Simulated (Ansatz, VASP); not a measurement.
## One calculation of CdSe, two programs

INCAR

```
PREC = Accurate ; ENCUT = 520
EDIFF = 1E-6 ; ISMEAR = 0
SIGMA = 0.1 ; LREAL = False
LASPH = True ; NELM = 100
ALGO = Fast ; ISIF = 2
LWAVE = False ; LCHARG = True
GGA = PS ; LELF = True
LVHAR = True ; NBANDS = 16
```

KPOINTS

```
Automatic mesh
0
Gamma
  12 12 12
```

File POSCAR:

```
CdSe
1.0
   -0.2299166400      2.8071384765      2.8071384765
    2.8071384765     -0.2299166400      2.8071384765
    2.8071384765      2.8071384765     -0.2299166400
Cd Se
1 1
Direct
    0.0000000000      0.0000000000      0.0000000000
    0.5000000000      0.5000000000      0.5000000000
```

Input for Ansatz:

```yaml
crystal:
  lattice:
    - [-0.22991664, 2.8071384765, 2.8071384765]
    - [2.8071384765, -0.22991664, 2.8071384765]
    - [2.8071384765, 2.8071384765, -0.22991664]
  atoms:
    - { symbol: Cd, position: [0.0, 0.0, 0.0] }
    - { symbol: Se, position: [0.5, 0.5, 0.5] }
basis:
  ecutwfc: 420
kpoints:
  mp_grid: { grid: [12, 12, 12] }
hamiltonian:
  xc: pbesol
scf:
  occupations: { method: gaussian, width: 0.1 }
output:
  forces: true
  stress: true
  eigenvalues: true
```

Alike in both runs: task single point; functional PBEsol; k mesh 12 × 12 × 12; occupations gaussian, width 0.1 eV; no spin polarisation.

```csv
,VASP,Ansatz
version,VASP 6.6.1,Ansatz 0.2.0
potentials or method,"VASP PAW PBE potentials, release 64 (Cd, Se)","scalar-relativistic, plane waves, PAW"
plane-wave cutoff (eV),520,420
valence electrons in the cell,18,36
```

Ansatz gave:

| Quantity | Value |
| --- | --- |
| gap on the k mesh at the Fermi level (eV) | none |
| pressure (GPa) | -6.0 |
| largest component of the traceless stress (GPa) | 1.79 |

Q: What did VASP give for the same quantities?

A: gap on the k mesh at the Fermi level (eV): none; pressure (GPa): -5.7; largest component of the traceless stress (GPa): 1.78.

A gap of «none» marks a metal or a gap that the smearing closes. The two sets of potentials don't hold the same shells in valence.

Caveats: the PAW data sets were made with another functional, which shifts forces and pressure a little (VASP).
